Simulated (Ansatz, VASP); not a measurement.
# Pb: VASP beside Ansatz

```xyz
3
Lattice="4.2398 0.0000 0.0000 -2.1199 3.6718 0.0000 0.0000 0.0000 2.6280" Properties=species:S:1:pos:R:3 pbc="T T T"
Pb    0.0000    0.0000    0.0000
Pb    0.0000    2.4478    1.3140
Pb    2.1199    1.2239    1.3140
```

Alike in both runs: task relaxation of cell and atoms; functional PBEsol; k mesh 6 × 6 × 8; occupations gaussian, width 0.1 eV; no spin polarisation.

|  | VASP | Ansatz |
| --- | --- | --- |
| version | VASP 6.6.1 | Ansatz 0.2.0 |
| potentials or method | VASP PAW PBE potentials, release 64 (Pb_d) | scalar-relativistic, plane waves, PAW |
| plane-wave cutoff (eV) | 600 | 420 |
| valence electrons in the cell | 42 | 42 |

Ansatz gave:

* gap on the k mesh at the Fermi level, each at its own relaxed structure (eV): none
* relaxed volume (Å³/atom): 30.13
* relaxed cell length with the largest relative difference (Å): 5.605
* energy change over the relaxation (meV/atom): -6241

Estimate VASP's values.

gap on the k mesh at the Fermi level, each at its own relaxed structure (eV): none; relaxed volume (Å³/atom): 29.65; relaxed cell length with the largest relative difference (Å): 5.568; energy change over the relaxation (meV/atom): -6231.

A gap of «none» marks a metal or a gap that the smearing closes.

Caveats: the volume moved by over 15 % at a fixed basis, so the end points are rough (VASP); the PAW data sets were made with another functional, which shifts forces and pressure a little (VASP). Spin-orbit coupling is left out, which matters for the levels of Pb.
